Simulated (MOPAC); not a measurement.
## Mg2Si: one setting at a time in MOPAC

Simulated with MOPAC 23.2.5. This is a test of settings. The cell was built from a prototype and was relaxed with r2SCAN in plane waves (Ansatz 0.2.0). Not every such cell is a known phase. All runs are without spin polarisation.

Space group Fm-3m (No. 225), cubic; conventional cell a = 6.338 Å, 21.22 Å³ an atom. Si has 8 Mg at 2.74 Å; Mg has 4 Si at 2.74 Å.

The base run uses PM7 on a cluster of 96 atoms.

```
PM7 1SCF GRADIENTS AUX(PRECISION=6) THREADS=1
crystal as a cluster of 2x2x2 conventional cells

Si 6.337926 1 0.000000 1 0.000000 1
Mg 7.922408 1 1.584482 1 1.584482 1
Mg 11.091371 1 4.753445 1 4.753445 1
Si 9.506890 1 3.168963 1 0.000000 1
Mg 11.091371 1 4.753445 1 1.584482 1
Mg 1.584482 1 7.922408 1 4.753445 1
Si 9.506890 1 0.000000 1 3.168963 1
Mg 11.091371 1 1.584482 1 4.753445 1
Mg 1.584482 1 4.753445 1 7.922408 1
Si 0.000000 1 0.000000 1 0.000000 1
Mg 1.584482 1 1.584482 1 1.584482 1
Mg 4.753445 1 4.753445 1 4.753445 1
Si 3.168963 1 3.168963 1 0.000000 1
Mg 4.753445 1 4.753445 1 1.584482 1
Mg 7.922408 1 7.922408 1 4.753445 1
Si 6.337926 1 6.337926 1 0.000000 1
Mg 7.922408 1 7.922408 1 1.584482 1
Mg 11.091371 1 11.091371 1 4.753445 1
Si 9.506890 1 9.506890 1 0.000000 1
Mg 11.091371 1 11.091371 1 1.584482 1
Mg 1.584482 1 1.584482 1 4.753445 1
Si 3.168963 1 0.000000 1 3.168963 1
Mg 4.753445 1 1.584482 1 4.753445 1
[... 59 lines left out ...]
Mg 4.753445 1 11.091371 1 7.922408 1
Mg 7.922408 1 1.584482 1 11.091371 1
Si 0.000000 1 3.168963 1 9.506890 1
Mg 1.584482 1 4.753445 1 11.091371 1
Mg 4.753445 1 7.922408 1 1.584482 1
Si 3.168963 1 6.337926 1 9.506890 1
Mg 4.753445 1 7.922408 1 11.091371 1
Mg 7.922408 1 11.091371 1 1.584482 1
Si 6.337926 1 9.506890 1 9.506890 1
Mg 7.922408 1 11.091371 1 11.091371 1
Mg 11.091371 1 1.584482 1 1.584482 1
Si 0.000000 1 9.506890 1 9.506890 1
Mg 1.584482 1 11.091371 1 11.091371 1
Mg 4.753445 1 1.584482 1 1.584482 1
Tv 12.675853 1 0.000000 1 0.000000 1
Tv 0.000000 1 12.675853 1 0.000000 1
Tv 0.000000 1 0.000000 1 12.675853 1
```

Command: `mopac run.mop`. It took 13 s on 1 thread of Arm Neoverse N1, with other jobs on the host, peak memory 0.07 GiB.

It converged with a gap of 5.55 eV. MOPAC's gap is a Hartree-Fock orbital gap, usually far wider than a measured one, and its energy is the heat of formation.

Each further run moved one setting: method (Hamiltonian); cluster (size of the cluster in conventional cells). Changes are from the base run, which isn't itself converged in every setting; energies of another Hamiltonian, functional, basis or charge aren't compared.

```
                          setting  how it ended  gap change (eV)  energy change (meV/atom)  time (s)
                   method = MNDOD     converged            -0.63                         –        24
                     method = AM1     converged             0.77                         –       4.7
                    method = MNDO     converged             0.46                         –       8.8
                     method = RM1       refused                –                         –      0.07
   method = PM8 (poor on purpose)       refused                –                         –      0.07
cluster = 1x1x1 (poor on purpose)       refused                –                         –      0.07
```

With method = RM1 nothing was computed: the Hamiltonian has no parameters for an element here. With method = PM8 nothing was computed: the Hamiltonian has no parameters for an element here. With cluster = 1x1x1 nothing was computed: the program refuses so small a cluster.

The end of the log, shortened, for method = RM1:

```
    NO.       ATOM           X           Y           Z
 DATA ARE NOT AVAILABLE FOR ELEMENT NO. 12
 DATA ARE NOT AVAILABLE FOR ELEMENT NO. 14
          SOME ELEMENTS HAVE BEEN SPECIFIED FOR WHICH
          NO PARAMETERS ARE AVAILABLE.  CALCULATION STOPPED.
          Parameters for some elements are missing
           Empirical Formula: Si32 Mg64  =    96 atoms
 *     Error and normal termination messages reported in this calculation     *
 * Parameters for some elements are missing                                   *
 * JOB ENDED NORMALLY                                                         *
 TOTAL JOB TIME:             0.01 SECONDS
 == MOPAC DONE ==
```
